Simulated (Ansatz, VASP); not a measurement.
Two plane-wave programs on SiNi

```
Si Ni
1.0
     4.37677    0.00000    0.00000
     0.00000    4.37677    0.00000
     0.00000    0.00000    4.37677
Si Ni
4 4
Direct
  0.84684 0.84684 0.84684
  0.65316 0.15316 0.34684
  0.34684 0.65316 0.15316
  0.15316 0.34684 0.65316
  0.14997 0.14997 0.14997
  0.35003 0.85003 0.64997
  0.64997 0.35003 0.85003
  0.85003 0.64997 0.35003
```

Alike in both runs: functional PBEsol; k mesh 8 × 8 × 8; occupations gaussian, width 0.1 eV; no spin polarisation.

Ansatz relaxed the structure, and its values are those at the end. VASP's run is a single point on that final structure, the one shown.

```csv
,VASP,Ansatz
version,VASP 6.6.1,Ansatz 0.2.0
potentials or method,"VASP PAW PBE potentials, release 64 (Si, Ni)","scalar-relativistic, plane waves, PAW"
plane-wave cutoff (eV),520,420
valence electrons in the cell,56,88
```

```csv
,VASP,Ansatz,Ansatz less VASP
gap on the k mesh at the Fermi level (eV),none,none,-
pressure (GPa),14.6,14.4,-0.23
```

A gap of «none» marks a metal or a gap that the smearing closes. The functional is the same, so the differences come from potentials, cutoffs and numerics. The two sets of potentials don't hold the same shells in valence. Ansatz warned: «stress_scf_threshold_loose».

Caveats: the PAW data sets were made with another functional, which shifts forces and pressure a little (VASP). Spin polarisation is off, so any magnetic state and its effect on volume and gap are missing.
